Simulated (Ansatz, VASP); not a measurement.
**MoS2: VASP beside Ansatz**

```
Mo S
1.0
     3.16000    0.00000    0.00000
    -1.58000    2.73664    0.00000
     0.00000    0.00000   20.00000
Mo S
1 2
Direct
  0.33333 0.66667 0.50000
  0.66667 0.33333 0.57694
  0.66667 0.33333 0.42306
```

Alike in both runs: functional LDA; k mesh 12 × 12 × 1; no spin polarisation.

Ansatz relaxed the structure, and its values are those at the end. VASP's run is a single point on that final structure, the one shown.

|  | VASP | Ansatz |
| --- | --- | --- |
| version | VASP 6.6.1 | Ansatz 0.2.0 |
| potentials or method | VASP PAW LDA potentials, release 64 (Mo_sv, S) | scalar-relativistic, plane waves, PAW |
| plane-wave cutoff (eV) | 520 | 480 |
| occupations | gaussian, width 0.01 eV | fixed |
| valence electrons in the cell | 26 | 26 |

|  | VASP | Ansatz | Ansatz less VASP |
| --- | --- | --- | --- |
| gap on the k mesh at the Fermi level (eV) | 1.65 | 1.63 | -0.013 |
| least direct gap on the mesh (eV) | 1.71 | 1.71 | -0.007 |
| rms of the force components (eV/Å) | 0.008 | 0.000 | -0.0076 |

Ansatz warned: «stress_scf_threshold_loose».
